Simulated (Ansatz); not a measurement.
## C under changes of volume

One of the cells (9.153 Å³/atom); the others are scaled copies at fixed shape and fractional positions:

```
CELL_PARAMETERS angstrom
2.12732 -1.22828 0.00000
2.12732 1.22828 0.00000
-1.37907 0.00000 3.50283
ATOMIC_POSITIONS crystal
C 0.16664 0.16664 0.99991
C 0.83336 0.83336 0.00009
```

This is a stacking variant of graphite.

| Property | Result |
| --- | --- |
| Program | Ansatz 0.2.0 |
| Functional | r2SCAN |
| Potentials or basis | Ansatz PAW |
| Cutoff | 500 eV (not typed: the program's choice for these potentials) |
| k mesh | 13 × 13 × 8 |
| Occupations | fermi-dirac, width 0.05 eV |
| Spin | no spin polarisation |

```csv
volume (Å³/atom),energy over the lowest point (meV/atom),pressure (GPa),gap on the mesh (eV)
8.604,?,?,?
8.787,12.97,11.9,1.00
8.970,3.05,5.6,1.00
9.153,0.00,-0.2,0.99
9.336,3.23,-5.4,0.98
9.519,12.21,-10.2,0.98
9.702,26.42,-14.6,0.97
```

Question: What does the run at 8.604 Å³/atom give?

Answer: Energy over the lowest point 30.45 meV/atom; pressure 18.8 GPa; gap on the mesh 1.01 eV.

Worked out: A Birch-Murnaghan fit of order 3 (a polynomial in V^(-2/3)) to the other rows has its minimum at 9.15 Å³/atom with B0 = V·E''(V) = 275 GPa and B' = 3.5 at fixed shape and positions, which overstates the stiffness. It gives 30.43 meV/atom at 8.604 Å³/atom, against the run's 30.45, and -dE/dV = 18.8 GPa, against 18.8. A straight line through the other rows of the gap, of slope -0.317 eV per unit of ln V, extrapolates to 1.01 eV, against the run's 1.01.

Energies are extrapolated to zero smearing.

Caveats: odd divisions of the mesh miss points on the zone boundary, where band edges often lie, so the gap on the mesh can be too wide; the PAW data sets come from PBE, with cores solved anew for the run's functional, which leaves a small shift of forces and pressure.

A mesh can miss the band edges.
